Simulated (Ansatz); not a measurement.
An input for Ansatz 0.2.0 (SnSe):

Contents of run.py:

```python
import json

import ase.io
import numpy as np

import ansatz as az

atoms = ase.io.read("POSCAR", format="vasp")

calculation = (
    az.Crystal.from_ase(atoms)
    .calculation()
    .kpoints(8, 8, 8)
    .functional("pbesol")
    .pseudopotentials(kind="paw", accuracy="standard", xc_functional="pbe")
    .spin("collinear")
    .occupations(method="gaussian", width=0.01)
    .dielectric(method="response")
    .band_table(publish=True)
)
outcome = calculation.run(threads=2, events_out="events.jsonl")

report = outcome.report
for line in open("events.jsonl"):
    event = json.loads(line)
    if event["event"] == "scf_iter":
        d = event["data"]
        print(f"SCF {d['iter']:3d}  HF = {d['harris_foulkes_ev']:.6f} eV  dr2 = {d['dr2_ev']:.2e} eV")
    elif event["event"] in ("relax_step", "md_step"):
        d = event["data"]
        print(f"{event['event']} {d['step']:3d}  E = {d['lagrangian_ev']:.6f} eV")
np.set_printoptions(precision=5, suppress=True, linewidth=110)
print("converged:", report["converged"], "after", report["n_iterations"], "iterations")
print(f"free energy {report['free_energy_ev']:.6f} eV, Fermi level {report['fermi_energy_ev']:.4f} eV")
for key in ("band_edges_ev", "magnetization_mub", "site_moments_mub", "site_moments_nc_mub", "forces_ev_ang",
                "stress_gpa"):
    if report.get(key) is not None:
        print(key, np.array(report[key]), sep="\n")
```

POSCAR

```
SnSe
1.0
    0.0000000000      3.0100000000      3.0100000000
    3.0100000000      0.0000000000      3.0100000000
    3.0100000000      3.0100000000      0.0000000000
Sn Se
1 1
Direct
    0.0000000000      0.0000000000      0.0000000000
    0.5000000000      0.5000000000      0.5000000000
```

Potentials or basis: SSSP efficiency PAW.

Run with:

```bash
$ python run.py
```

Question: What does the program do with it?

Answer: The run stopped without a result. It printed:

Output:

```text
Traceback (most recent call last):
  File "run.py", line 21, in <module>
  [frames inside libraries left out]
ansatz.RefusalError: no pseudopotential record for Sn at pseudopotentials/Sn.paw.azcp. Nothing was run.
  By this build's list the table `kind: paw`, `accuracy: standard` of `hamiltonian.pseudopotentials` has no Sn in this build's library.
Fix: take Sn from another table that serves this run, or name a record of your own for Sn alone.
  `kind`, and `accuracy` or `source` (`level` with this project's own files alone, `core` of norm-conserving files with no table named), under `hamiltonian.pseudopotentials` apply to every element of the deck. For PBE this build's library has files of Sn, which may not all serve this run, under
    kind: paw      source: ansatz or jth (the limits of `source: ansatz`: that key's Limitations)
    kind: nc       source: ansatz or spms, or accuracy: standard or stringent
  To change Sn alone, name a record of the deck's `kind` under `hamiltonian.pseudopotentials.azcp`, as `Sn: <path>` (`python -m ansatz.pseudopotential add <file.upf> <file.azcp>` makes one from a UPF file).
  `python` is the interpreter of the environment that holds the engine's wheel, or a checkout's `.venv/bin/python`.
```
